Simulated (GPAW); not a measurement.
# As (R-3m) in GPAW: single point with PBE

Aim: the single point of As with PBE.

Everything below comes from runs of GPAW 26.7.0. Logs are shortened: lines on timing, memory, paths and dates and some standing lists are left out, and cuts for length are marked. The log counts tension as positive stress, the text compression.

### Step 1. Starting point

The structure is trigonal, space group R-3m (No. 166). The conventional cell has a = 3.762 Å, b = 3.762 Å, c = 10.542 Å, α = 90.00°, β = 90.00°, γ = 120.00°. As (site symmetry 3m) has 3 As at 2.51 Å as nearest neighbours.

### Step 2. Single point, PBE

File run.py:

```python
from ase import Atoms
from ase.dft.bandgap import bandgap
from ase.io import write
from ase.units import GPa
from gpaw import GPAW, PW

atoms = Atoms(['As', 'As'],
              cell=[[1.8807968987, 1.0858785957, 3.5140619945],
                    [-1.8807968987, 1.0858785957, 3.5140619945],
                    [0.0, -2.1717571915, 3.5140619945]],
              scaled_positions=[[0.226, 0.226, 0.226],
                                [0.774, 0.774, 0.774]],
              pbc=True)

calc = GPAW(mode=PW(450),
            xc='PBE',
            kpts={'size': (7, 7, 7), 'gamma': True},
            occupations={'name': 'fermi-dirac', 'width': 0.05},
            nbands=13,
            maxiter=120,
            txt='gpaw.txt')
atoms.calc = calc
energy = atoms.get_potential_energy()
forces = atoms.get_forces()
stress = atoms.get_stress()
calc.write('gs.gpw')
write('result.traj', atoms)
print(f'Energy: {energy:.6f} eV')
print('Forces (eV/A):')
print(forces.round(4))
print('Stress (GPa):', (stress / GPa).round(3))
print('Fermi level:', round(calc.get_fermi_level(), 4), 'eV')
print(f'Gap: {bandgap(calc)[0]:.4f} eV, direct: {bandgap(calc, direct=True)[0]:.4f} eV')
```

Potentials or basis: GPAW PAW data sets (gpaw-data 1.2.1), pw.

Launch:

```bash
OMP_NUM_THREADS=1 python run.py
```

gpaw.txt:

```text
__  _  _
 | _ |_)|_||  |
 |__||  | ||/\| - 26.7.0

Input parameters:
  mode=PW(ecut=450.00000000000006),
  kpts=MonkhorstPack(size=(7, 7, 7), gamma=True),
  maxiter=120,
  nbands=13,
  occupations=Occupations(name='fermi-dirac', width=0.05),
  xc=XC(name='PBE')

Diagonalizing LCAO Hamiltonian
Converting LCAO to pw mode

       As

       As

Atoms  # Å, Bohr magnetons
|   | symbol |         x |         y |        z |    initial magnetic moments |
|---|--------|-----------|-----------|----------|-----------------------------|
| 0 |     As | -0.000000 | -0.000000 | 2.382534 | ( 0.0000,  0.0000,  0.0000) |
| 1 |     As |  0.000000 | -0.000000 | 8.159652 | ( 0.0000,  0.0000,  0.0000) |

Unit cell  # Å
| periodic |         x |         y |        z |  lengths |    angles |
|----------|-----------|-----------|----------|----------|-----------|
|      yes |  1.880797 |  1.085879 | 3.514062 | 4.131000 | 54.167000 |
|      yes | -1.880797 |  1.085879 | 3.514062 | 4.131000 | 54.167000 |
|      yes |  0.000000 | -2.171757 | 3.514062 | 4.131000 | 54.167000 |

Number of symmetries: 12
Symmetry operations  # r_c * U_cc + t_c -> r_c
|    | kind |            matrix            |
|----|------|------------------------------|
|  0 |  E   |  1, 0, 0,  0, 1, 0,  0, 0, 1 |
|  1 |  σ   |  1, 0, 0,  0, 0, 1,  0, 1, 0 |
|  2 |  σ   |  0, 1, 0,  1, 0, 0,  0, 0, 1 |
|  3 |  C3  |  0, 1, 0,  0, 0, 1,  1, 0, 0 |
|  4 |  C3  |  0, 0, 1,  1, 0, 0,  0, 1, 0 |
|  5 |  σ   |  0, 0, 1,  0, 1, 0,  1, 0, 0 |
|  6 |  C2  |  0, 0,-1,  0,-1, 0, -1, 0, 0 |
|  7 |  S6  |  0, 0,-1, -1, 0, 0,  0,-1, 0 |
|  8 |  S6  |  0,-1, 0,  0, 0,-1, -1, 0, 0 |
|  9 |  C2  |  0,-1, 0, -1, 0, 0,  0, 0,-1 |
| 10 |  C2  | -1, 0, 0,  0, 0,-1,  0,-1, 0 |
| 11 |  i   | -1, 0, 0,  0,-1, 0,  0, 0,-1 |

BZ-sampling:
  Number of BZ points: 343
  Number of IBZ points: 44

  Monkhorst-Pack size: [7, 7, 7]
  Monkhorst-Pack shift: [0, 0, 0]

K-points  # in reciprocal-cell coordinates
|     |                                coordinates |     weight |
|-----|--------------------------------------------|------------|
|   0 | (  0.00000000,   0.00000000,   0.00000000) | 0.00291545 |
|   1 | (  0.14285714,   0.00000000,  -0.14285714) | 0.01749271 |
|   2 | (  0.14285714,   0.00000000,   0.00000000) | 0.01749271 |
|   3 | (  0.14285714,   0.14285714,  -0.14285714) | 0.01749271 |
|   4 | (  0.14285714,   0.14285714,   0.00000000) | 0.01749271 |
|   5 | (  0.14285714,   0.14285714,   0.14285714) | 0.00583090 |
|   6 | (  0.28571429,  -0.14285714,  -0.14285714) | 0.01749271 |
|   7 | (  0.28571429,   0.00000000,  -0.28571429) | 0.01749271 |
|   8 | (  0.28571429,   0.00000000,  -0.14285714) | 0.03498542 |
|   9 | (  0.28571429,   0.00000000,   0.00000000) | 0.01749271 |
| ... |                                            |            |
|  43 | (  0.42857143,   0.42857143,   0.42857143) | 0.00583090 |

Plane wave coefficients: 961
Cutoff: 450.00000000000006 eV

Spin-components: 1 (collinear spins)
Bands:           13
Projectors:      10
Spin-degeneracy: 2
Datatype:        complex128

Parallelization:
  kpt:    1
  domain: 1
  band:   1

Density:
  Valence electrons: 10.0
  Components: 1
  Grid points: [21 21 21]
  Charge: 0.0  # |e|

Potential:
  Grid points: [21 21 21]

species:
  As:
    name:    Arsenic
    Z:       33.0
    valence: 5
    core:    28
    charge:  0.0  # [|e|]
    compensation charges:
      type: gauss
      rc: 0.33  # [Å]
      lmax: 2
    cutoffs:
      filter: 1.87  # [Å]
      core: 2.96  # [Å]
    projectors
    | kind |    occ | energy [eV] | rcut [Å] |
    |------|--------|-------------|----------|
    |   4s |  2.000 |     -14.487 |    1.058 |
    |   4p |  3.000 |      -5.196 |    1.058 |
    |    s |        |      12.725 |    1.058 |
    |    p |        |      22.016 |    1.058 |
    |    d |        |       0.000 |    1.058 |

    Using partial waves for As as LCAO basis

Reference energy: -123005.947200  # eV

eigensolver:
  PPCG
  Converge bands: occupied
  niter=2

density mixing:
  MSR1-Mixer
  Pratt-step length: 0.05
  Maximum mixing coefficient: 0.75
  Old densities: 10
  SVD Regularization: 0.005
  Good broyden scale: 1.0
  Trust region scale: 1.0
  Backstep threshold: 4.0
  History deletion threshold: 6.0
  Fourier metric: weight=20.0, sigma=0.015

occupation numbers:
  Fermi-Dirac:
    width: 0.0500  # eV

poisson solver:
  ecut: 3600.0000000000005  # eV

xc functional:
  name: PBE with 2 nearest neighbor stencil

convergence criteria:
- Maximum [total energy] change in last 3 cyles: 0.0005 eV / valence electron
- Maximum integral of absolute [dens]ity change: 0.0001 electrons / valence electron
- Maximum integral of absolute [eigenst]ate change: 4e-08 eV^2 / valence electron
maximum number of iterations: 120

SCF iterations
|iter     | |      energy | eigst |  dens |
|---------|-|-------------|-------|-------|
|iter:   1| |   -9.331236 | -0.71 |       |
|iter:   2| |   -9.331875 | -3.04 | -1.17 |
|iter:   3| |   -9.325115 | -3.32 | -1.19 |
|iter:   4| |   -9.325028 | -4.13 | -1.75 |
|iter:   5| |   -9.325053c| -6.15 | -2.84 |
|iter:   6| |   -9.325058c| -7.22 | -3.33 |
|iter:   7| |   -9.325058c| -8.54c| -4.04c|

Converged in 7 steps
Energy contributions relative to reference atoms: (reference = -123005.947200)

Energy contributions:
  Kinetic:          19.768191
  Coulomb:         -19.073343
  Zero:             -0.020227
  External:          0.000000
  Xc:               -9.998447
  Entropy:          -0.002463
  Spinorbit:         0.000000
  ----------------------------
  Free energy:      -9.326290
  Extrapolated:     -9.325058

dipole moment: (-0.000000, 0.000000, -0.000024)  # |e|*Ang

Fermi level: 7.031
Eigenvalues  # (at kpt = [0.000, 0.000, 0.000])
| band index |      eig [eV] | occ [0-2] |
|------------|---------------|-----------|
|          0 |        -8.059 |     2.000 |
|          1 |         1.220 |     2.000 |
|          2 |         4.529 |     2.000 |
|          3 |         4.964 |     2.000 |
|          4 |         4.964 |     2.000 |
|          5 |         8.603 |     0.000 |
|          6 |         9.917 |     0.000 |
|          7 |         9.917 |     0.000 |
|          8 |        13.928 |     0.000 |
|          9 |        13.928 |     0.000 |
|         10 |        14.442 |     0.000 |
|         11 |        15.862 |     0.000 |
|         12 |        15.887 |     0.000 |

No gap
No difference between direct/indirect transitions

Forces  # eV/Ang
|        x |        y |        z |
|----------|----------|----------|
|  0.00000 | -0.00000 |  0.44415 |  # As   0
| -0.00000 |  0.00000 | -0.44415 |  # As   1

Stress tensor  # eV/Ang^3
|         x |         y |         z |
|-----------|-----------|-----------|
| -0.025904 | -0.000000 | -0.000000 |
|  0.000000 | -0.025904 | -0.000000 |
| -0.000000 | -0.000000 | -0.019732 |

# Writing to gs.gpw (mode='')
```

Wall time 9.7 s (1 thread of Arm Neoverse V2, shared host); peak memory 0.14 GiB.

What came out:

```
Free energy            : -9.3263 eV
Pressure               : 3.8 GPa
Largest force          : 0.444 eV/Å
Band gap on the k mesh : none (metal or under the smearing width)
```

Forces on the atoms (eV/Å):
```
As   0.000  0.000  0.444
As   0.000  0.000 -0.444
```

Stress tensor (GPa, compression positive):
```
4.15 0.00 0.00
0.00 4.15 0.00
0.00 0.00 3.16
```

Caveat: the cutoff is short for stress and forces, so pressures can be off by a GPa or more.
